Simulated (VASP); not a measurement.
# SnTe (Fm-3m) in VASP: notebook

Aim: see how the results for SnTe move with the level of theory and the settings. Levels: HSE06, PBE. Tasks: band structure.

Program: VASP 6.6.1. These are calculated values, not measurements. Logs are shortened: lines on timing, memory, paths and dates and some standing lists are left out, and cuts for length are marked.

## (1) The structure

The structure is cubic, space group Fm-3m (No. 225). The conventional cell has a = 6.320 Å, b = 6.320 Å, c = 6.320 Å, α = 90.00°, β = 90.00°, γ = 90.00°. Sn (site symmetry m-3m) is surrounded by 6 Te at 3.16 Å. Te (site symmetry m-3m) is surrounded by 6 Sn at 3.16 Å.

The cell was built by a generator and isn't the measured one.

## (2) Band structure, HSE06, non-collinear spin, zero start, spin-orbit coupling

POSCAR

```
SnTe
1.0
    0.0000000000      3.1600000000      3.1600000000
    3.1600000000      0.0000000000      3.1600000000
    3.1600000000      3.1600000000      0.0000000000
Sn Te
1 1
Direct
    0.0000000000      0.0000000000      0.0000000000
    0.5000000000      0.5000000000      0.5000000000
```

INCAR.step1

```
PREC = Accurate ; ENCUT = 520
EDIFF = 1E-5 ; ISMEAR = -1
SIGMA = 0.05 ; LREAL = False
LASPH = True ; NELM = 100
ALGO = Normal ; ISIF = 2
LWAVE = True ; LCHARG = False
MAGMOM = 0 0 0 0 0 0 ; LORBIT = 11
LSORBIT = True ; GGA_COMPAT = False
KPAR = 8 ; GGA = PE
```

INCAR.step2

```
PREC = Accurate ; ENCUT = 520
EDIFF = 1E-6 ; ISMEAR = -1
SIGMA = 0.05 ; LREAL = False
LASPH = True ; NELM = 100
ALGO = Normal ; ISIF = 2
LWAVE = False ; LCHARG = False
MAGMOM = 0 0 0 0 0 0 ; LORBIT = 11
LSORBIT = True ; GGA_COMPAT = False
GGA = PE ; LHFCALC = True
HFSCREEN = 0.2 ; PRECFOCK = Fast
KPAR = 8 ; ISTART = 1
```

KPOINTS

```
Automatic mesh
0
Gamma
  6 6 6
```

KPOINTS_OPT

```
explicit points
29
Reciprocal
 0.5000000000  0.5000000000  0.5000000000 1
 0.4913400000  0.4913400000  0.4913400000 1
 0.4826790000  0.4826790000  0.4826790000 1
 0.4740190000  0.4740190000  0.4740190000 1
 0.4653590000  0.4653590000  0.4653590000 1
 0.4566990000  0.4566990000  0.4566990000 1
 0.4480380000  0.4480380000  0.4480380000 1
 0.4964640000  0.5035360000  0.5000000000 1
 0.4929290000  0.5070710000  0.5000000000 1
 0.4893930000  0.5106070000  0.5000000000 1
 0.4858580000  0.5141420000  0.5000000000 1
 0.4823220000  0.5176780000  0.5000000000 1
 0.4787870000  0.5212130000  0.5000000000 1
 0.1000000000  0.1000000000  0.2000000000 1
 0.1125000000  0.1125000000  0.2250000000 1
 0.1250000000  0.1250000000  0.2500000000 1
 0.1375000000  0.1375000000  0.2750000000 1
 0.1500000000  0.1500000000  0.3000000000 1
 0.1625000000  0.1625000000  0.3250000000 1
 0.1750000000  0.1750000000  0.3500000000 1
 0.1875000000  0.1875000000  0.3750000000 1
 0.2000000000  0.2000000000  0.4000000000 1
 0.2125000000  0.2125000000  0.4250000000 1
 0.2250000000  0.2250000000  0.4500000000 1
 0.2375000000  0.2375000000  0.4750000000 1
 0.2500000000  0.2500000000  0.5000000000 1
 0.2625000000  0.2625000000  0.5250000000 1
 0.2750000000  0.2750000000  0.5500000000 1
 0.0000000000  0.0000000000  0.0000000000 1
```

Potentials or basis: VASP PAW PBE potentials, release 64 (Sn_d, Te).

On the command line:

```
$ cat potpaw_PBE.64/Sn_d/POTCAR potpaw_PBE.64/Te/POTCAR > POTCAR
$ cp INCAR.step1 INCAR
$ mpirun -np 8 vasp_ncl > vasp.out
$ cp INCAR.step2 INCAR
$ mpirun -np 8 vasp_ncl > vasp.out
```

OUTCAR:

```text
PREC = Accurate
   ENCUT = 520
   EDIFF = 1E-6
   ISMEAR = -1
   LREAL = False
   LASPH = True
   NELM = 100
   ISIF = 2
   LORBIT = 11
   LSORBIT = True
   GGA = PE
   LHFCALC = True
   HFSCREEN = 0.2
   PRECFOCK = Fast
   ISTART = 1

 ion  position               nearest neighbor table
   1  0.000  0.000  0.000-   2 3.16   2 3.16   2 3.16   2 3.16   2 3.16   2 3.16
   2  0.500  0.500  0.500-   1 3.16   1 3.16   1 3.16   1 3.16   1 3.16   1 3.16

  LATTYP: Found a face centered cubic cell.
 ALAT       =     6.3200000000

  Lattice vectors:

 A1 = (   0.0000000000,   3.1600000000,   3.1600000000)
 A2 = (   3.1600000000,   0.0000000000,   3.1600000000)
 A3 = (   3.1600000000,   3.1600000000,   0.0000000000)

Analysis of symmetry for initial positions (statically):
=====================================================================
 Subroutine PRICEL returns:
 Original cell was already a primitive cell.

 Routine SETGRP: Setting up the symmetry group for a
 face centered cubic supercell.

 Subroutine GETGRP returns: Found 48 space group operations
 (whereof 48 operations were pure point group operations)
 out of a pool of 48 trial point group operations.

The static configuration has the point symmetry O_h .

Analysis of symmetry for dynamics (positions and initial velocities):
=====================================================================
 Subroutine PRICEL returns:
 Original cell was already a primitive cell.

 Routine SETGRP: Setting up the symmetry group for a
 face centered cubic supercell.

 Subroutine GETGRP returns: Found 48 space group operations
 (whereof 48 operations were pure point group operations)
 out of a pool of 48 trial point group operations.

The dynamic configuration has the point symmetry O_h .

Analysis of structural, dynamic, and magnetic symmetry:
=====================================================================
 Subroutine PRICEL returns:
 Original cell was already a primitive cell.

 Routine SETGRP: Setting up the symmetry group for a
 face centered cubic supercell.

 Subroutine GETGRP returns: Found 48 space group operations
 (whereof 48 operations were pure point group operations)
 out of a pool of 48 trial point group operations.

The overall configuration has the point symmetry O_h .

 Subroutine INISYM returns: Found 48 space group operations
 (whereof 48 operations are pure point group operations),
 and found     1 'primitive' translations

----------------------------------------------------------------------------------------

                                     Primitive cell

  volume of cell :      63.1090

  direct lattice vectors                    reciprocal lattice vectors
     0.000000000  3.160000000  3.160000000    -0.158227848  0.158227848  0.158227848
     3.160000000  0.000000000  3.160000000     0.158227848 -0.158227848  0.158227848
     3.160000000  3.160000000  0.000000000     0.158227848  0.158227848 -0.158227848

  length of vectors
     4.468914857  4.468914857  4.468914857     0.274058672  0.274058672  0.274058672

  position of ions in fractional coordinates (direct lattice)
     0.000000000  0.000000000  0.000000000
     0.500000000  0.500000000  0.500000000

  ion indices of the primitive-cell ions
   primitive index   ion index
                 1           1
                 2           2

----------------------------------------------------------------------------------------

 KPOINTS: Automatic mesh

Automatic generation of k-mesh.
[... 80 lines left out ...]
  Thomas-Fermi vector in A             =   2.252757
   LORBIT       =     11    0 simple, 1 ext, 2 COOP (PROOUT), +10 PAW based schemes
   GGA     = PE    functional components
   LHFCALC =     T    Hartree Fock is set to
   PRECFOCK=fast      Normal, Fast or Accurate (Low or Medium for compatibility)
   ENCUT4O =  -1.0   cutoff for four orbital integrals eV
   NKREDX  =     1    reduce k-point grid by
   NKREDY  =     1    reduce k-point grid by
   NKREDZ  =     1    reduce k-point grid by
   AEXX    =    0.2500 exact exchange contribution
   HFSCREEN=    0.2000 screening length (either q_TF or 0.3 A-1)
   HFSCREENC=   0.2000 screening length for correlation (either q_TF or 0.3 A-1)
   ENCUTFOCK=  -1.0 apply spherical cutoff to Coloumb kernel
   IVDW    =     0    specifies the selected vdW correction
   LEPSILON=     F    determine dielectric tensor
   LRPA    =     F    only Hartree local field effects (RPA)
  energy-cutoff  :      520.00
  volume of cell :       63.11
 maximum number of plane-waves:      3448
 NGX is ok and might be reduce to    36
  NGX = 20; NGY = 20; NGZ = 20

 number of electron      19.9999999 magnetization      -0.0000000      0.0000000      0.0000000

 number of electron      19.9999999 magnetization      -0.0000000     -0.0000000      0.0000000

 number of electron      19.9999999 magnetization       0.0000000      0.0000000      0.0000000

 number of electron      19.9999999 magnetization      -0.0000000     -0.0000000     -0.0000000

 Free energy of the ion-electron system (eV)
  ---------------------------------------------------
  ext. energy  EPLUGINS =         0.00000000
  ---------------------------------------------------
  free energy    TOTEN  =        -9.19425074 eV

  energy without entropy =       -9.19200453  energy(sigma->0) =       -9.19312764

 E-fermi :   6.8311     XC(G=0):  -7.8768

 val. band max:        6.7871195702   @ k =   0.5000   0.0000   0.0000
 cond. band min:       6.8751684555   @ k =   0.5000   0.0000   0.0000
 fundamental gap:      0.0880488853
 Fermi energy:         6.8311210524

 k-point     1 :       0.0000    0.0000    0.0000
  band No.  band energies     occupation
      1     -18.1967      1.00000
      2     -18.1967      1.00000
      3     -18.1967      1.00000
      4     -18.1967      1.00000
      5     -17.1357      1.00000
      6     -17.1357      1.00000
[... 485 lines left out ...]
     27      12.9873      0.00000
     28      12.9873      0.00000

------------------------ aborting loop because EDIFF is reached ----------------------------------------

  FORCE on cell =-STRESS in cart. coord.  units (eV):
  Direction    XX          YY          ZZ          XY          YZ          ZX
  --------------------------------------------------------------------------------------
  -------------------------------------------------------------------------------------
  Total        0.2118005      0.2118005      0.2118005     -0.0000000      0.0000000      0.0000000
  in kB        5.3770777      5.3770777      5.3770777     -0.0000000      0.0000000      0.0000000
  external PRESSURE =       5.3770777 kB  Pullay stress =       0.0000000 kB

 VOLUME and BASIS-vectors are now :
 -----------------------------------------------------------------------------
  energy-cutoff  :      520.00
  volume of cell :       63.11
      direct lattice vectors                 reciprocal lattice vectors
     0.000000000  3.160000000  3.160000000    -0.158227848  0.158227848  0.158227848
     3.160000000  0.000000000  3.160000000     0.158227848 -0.158227848  0.158227848
     3.160000000  3.160000000  0.000000000     0.158227848  0.158227848 -0.158227848

 POSITION                                       TOTAL-FORCE (eV/Angst)
 -----------------------------------------------------------------------------------
      0.00000      0.00000      0.00000         0.000000      0.000000      0.000000
      3.16000      3.16000      3.16000        -0.000000     -0.000000     -0.000000
 -----------------------------------------------------------------------------------
    total drift:                                0.000000      0.000000      0.000000

  FREE ENERGIE OF THE ION-ELECTRON SYSTEM (eV)
  ---------------------------------------------------
  free  energy   TOTEN  =        -9.1942507377 eV

  energy  without entropy=       -9.1920045332  energy(sigma->0) =       -9.19312764

 Spin-Orbit-Coupling matrix elements

 Ion:    1  E_soc:     -0.0875924
 l=   1
     0.0000000    -0.0087654    -0.0087654
    -0.0087654     0.0000000    -0.0087654
    -0.0087654    -0.0087654     0.0000000
 l=   2
     0.0000000    -0.0011540     0.0000000    -0.0011540    -0.0046793
    -0.0011540     0.0000000    -0.0035094    -0.0011540    -0.0011698
     0.0000000    -0.0035094     0.0000000    -0.0035094     0.0000000
    -0.0011540    -0.0011540    -0.0035094     0.0000000    -0.0011698
    -0.0046793    -0.0011698     0.0000000    -0.0011698     0.0000000
 l=   3
     0.0000000     0.0000000     0.0000000     0.0000000     0.0000000     0.0000000     0.0000000
     0.0000000     0.0000000     0.0000000     0.0000000     0.0000000     0.0000000     0.0000000
     0.0000000     0.0000000     0.0000000     0.0000000     0.0000000     0.0000000     0.0000000
     0.0000000     0.0000000     0.0000000     0.0000000     0.0000000     0.0000000     0.0000000
     0.0000000     0.0000000     0.0000000     0.0000000     0.0000000     0.0000000     0.0000000
     0.0000000     0.0000000     0.0000000     0.0000000     0.0000000     0.0000000     0.0000000
     0.0000000     0.0000000     0.0000000     0.0000000     0.0000000     0.0000000     0.0000000

 Ion:    2  E_soc:     -0.1893072
 l=   1
     0.0000000    -0.0315537    -0.0315537
    -0.0315537     0.0000000    -0.0315537
    -0.0315537    -0.0315537     0.0000000
 l=   2
     0.0000000    -0.0000133     0.0000000    -0.0000133     0.0000158
    -0.0000133     0.0000000     0.0000118    -0.0000133     0.0000039
     0.0000000     0.0000118     0.0000000     0.0000118     0.0000000
    -0.0000133    -0.0000133     0.0000118     0.0000000     0.0000039
     0.0000158     0.0000039     0.0000000     0.0000039     0.0000000
 l=   3
     0.0000000     0.0000000     0.0000000     0.0000000     0.0000000     0.0000000     0.0000000
     0.0000000     0.0000000     0.0000000     0.0000000     0.0000000     0.0000000     0.0000000
     0.0000000     0.0000000     0.0000000     0.0000000     0.0000000     0.0000000     0.0000000
     0.0000000     0.0000000     0.0000000     0.0000000     0.0000000     0.0000000     0.0000000
     0.0000000     0.0000000     0.0000000     0.0000000     0.0000000     0.0000000     0.0000000
     0.0000000     0.0000000     0.0000000     0.0000000     0.0000000     0.0000000     0.0000000
     0.0000000     0.0000000     0.0000000     0.0000000     0.0000000     0.0000000     0.0000000

 total charge

# of ion       s       p       d       tot
------------------------------------------
    1        1.408   0.706   9.988  12.101
    2        1.345   2.110   0.028   3.483
--------------------------------------------------
tot          2.753   2.815  10.016  15.584

 magnetization (x)

# of ion       s       p       d       tot
------------------------------------------
    1       -0.000   0.000  -0.000   0.000
    2        0.000  -0.000   0.000  -0.000
--------------------------------------------------
tot         -0.000   0.000  -0.000  -0.000

 magnetization (y)

# of ion       s       p       d       tot
------------------------------------------
    1        0.000   0.000  -0.000  -0.000
    2       -0.000   0.000  -0.000  -0.000
--------------------------------------------------
tot         -0.000   0.000  -0.000  -0.000

 magnetization (z)

# of ion       s       p       d       tot
------------------------------------------
    1        0.000  -0.000  -0.000  -0.000
    2        0.000   0.000   0.000   0.000
--------------------------------------------------
tot          0.000  -0.000  -0.000   0.000
```

It took 1.8 h on 8 MPI ranks of Intel Xeon Platinum 8175M at 2.50GHz (Skylake/Cascade Lake), shared host; peak memory 0.61 GiB.

What came out:

```
Free energy                                           : -9.1943 eV
Pressure                                              : 0.5 GPa
Net moment                                            : 0.00 μB per cell
Valence electrons inside the program's atomic spheres : Sn 12.10; Te 3.48
```

Moments on the atoms (μB; x, y, z):
```
Sn  0.00 0.00 0.00
Te  0.00 0.00 0.00
```

Caveat: the PAW data sets were made with another functional, which shifts forces and pressure a little.

## (3) Band structure, PBE, non-collinear spin, zero start, spin-orbit coupling

INCAR

```
SYSTEM = SnTe
ALGO     = Normal         ! electronic algorithm
EDIFF    = 1E-6           ! SCF threshold, eV
ENCUT    = 520            ! plane-wave cutoff, eV
GGA      = PE             ! functional
GGA_COMPAT= .False.      
ISIF     = 2              ! what is computed and relaxed
ISMEAR   = -1             ! smearing method
LASPH    = .True.         ! aspherical terms in the spheres
LCHARG   = .False.        ! write CHGCAR
LORBIT   = 11             ! projections on sites
LREAL    = .False.        ! projectors in reciprocal space
LSORBIT  = .True.         ! spin-orbit coupling
LWAVE    = .False.        ! write WAVECAR
MAGMOM   = 0 0 0 0 0 0    ! initial moments
NBANDS   = 32             ! bands
NELM     = 80             ! most SCF steps
PREC     = Accurate       ! precision mode
SIGMA    = 0.05           ! smearing width, eV
```

KPOINTS

```
k-points
0
Gamma
  10 10 10
  0 0 0
```

POSCAR is that of step 2.

KPOINTS_OPT is that of step 2.

Potentials or basis: VASP PAW PBE potentials, release 64 (Sn_d, Te).

On the command line:

```
$ cat potpaw_PBE.64/Sn_d/POTCAR potpaw_PBE.64/Te/POTCAR > POTCAR
$ mpirun -np 1 vasp_ncl > vasp.out
```

Run time: 3.3 min. Hardware: 1 thread of Intel Xeon 6975P-C (Granite Rapids), shared host; peak memory 0.5 GiB.

The run converged. Its results:

```
Free energy                                           : -7.6979 eV
Pressure                                              : 1.9 GPa
Net moment                                            : 0.00 μB per cell
Valence electrons inside the program's atomic spheres : Sn 12.09; Te 3.38
```

Moments on the atoms (μB; x, y, z):
```
Sn  0.00 0.00 0.00
Te  0.00 0.00 0.00
```
